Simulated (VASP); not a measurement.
Results of a VASP single-point calculation on ZnS (strained zincblende)

POSCAR

```
Zn S
 1.0000000000000000
     0.0000000000000000    2.5863223992000002    2.5863223992000002
     2.5863223992000002    0.0000000000000000    2.5863223992000002
     2.5863223992000002    2.5863223992000002    0.0000000000000000
 Zn  S
   1   1
Cartesian
  0.0000000000000000  0.0000000000000000  0.0000000000000000
  1.2931611996000003  1.2931611996000003  1.2931611996000003
```

```yaml
gap_between_bands_v_and_c: 2.71 eV
least_direct_gap: 2.71 eV
```

Band v is the last that the valence electrons fill when counted band by band, and c is the next. Levels in eV from the top of v:

```tsv
point	v−1	v	c	c+1
Γ	0.00	0.00	2.71	6.26
X	-2.74	-2.74	3.08	3.99
K	-3.78	-2.23	3.95	6.23
L	-1.07	-1.07	3.55	6.81
W	-3.45	-3.25	5.64	6.61
```

Problem. Which of these levels of theory gave these results?
A. PBE
B. PBE0
C. LDA
D. PBEsol
E. PBE with spin–orbit coupling
F. HSE06
G. r²SCAN

Solution. A.

The INCAR was:

```
GGA = PE
LREAL = .FALSE.
LELF = .TRUE.
NELM = 120
LCHARG = .TRUE.
EDIFF = 1E-7
NBANDS = 16
LASPH = .TRUE.
LWAVE = .FALSE.
ENCUT = 520
PREC = Accurate
NSW = 0
SIGMA = 0.02
ISMEAR = -1
IBRION = -1
ISIF = 2
```
